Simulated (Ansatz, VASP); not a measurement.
**Rh: VASP beside Ansatz**

INCAR

```
PREC = Accurate ; ENCUT = 520
EDIFF = 1E-7 ; ISMEAR = -1
SIGMA = 0.1 ; LREAL = False
LASPH = True ; NELM = 100
ALGO = Normal ; ISIF = 2
LWAVE = False ; LCHARG = True
GGA = CA ; LELF = True
LVHAR = True ; NBANDS = 22
```

File KPOINTS:

```
regular mesh
0
Gamma
  12 12 7
```

File POSCAR:

```
Rh
1.0
    2.6367312341      0.0000000000      0.0000000000
   -1.3183660998      2.2834760471      0.0000000000
    0.0000000000      0.0000000000      4.2756591193
Rh
2
Direct
    0.6666666667      0.3333333333      0.7500000000
    0.3333333333      0.6666666667      0.2500000000
```

Input for Ansatz:

```yaml
crystal:
  lattice:
    - [2.636731234080898, 0.0, 0.0]
    - [-1.3183660997851414, 2.283476047062621, 0.0]
    - [0.0, 0.0, 4.275659119342801]
  atoms:
    - { symbol: Rh, position: [0.6666666666666666, 0.3333333333333333, 0.75] }
    - { symbol: Rh, position: [0.3333333333333333, 0.6666666666666666, 0.25] }
basis:
  ecutwfc: 489.804952427784
kpoints:
  mp_grid:
    grid: [12, 12, 7]
hamiltonian:
  xc: lda
scf:
  occupations:
    method: fermi_dirac
output:
  stress: true
```

This isn't the form of Rh at room conditions, which is fcc.

Alike in both runs: task single point; functional LDA; k mesh 12 × 12 × 7; no spin polarisation.

|  | VASP | Ansatz |
| --- | --- | --- |
| version | VASP 6.6.1 | Ansatz 0.2.0 |
| potentials or method | VASP PAW LDA potentials, release 64 (Rh_pv) | plane waves, PAW |
| plane-wave cutoff (eV) | 520 | 490 |
| occupations | fermi-dirac, width 0.1 eV | fermi-dirac |
| valence electrons in the cell | 30 | 34 |

|  | VASP | Ansatz | Ansatz less VASP |
| --- | --- | --- | --- |
| pressure (GPa) | 11.8 | 10.8 | -1.05 |
| largest component of the traceless stress (GPa) | 0.60 | 0.61 | +0.014 |

The two sets of potentials don't hold the same shells in valence.
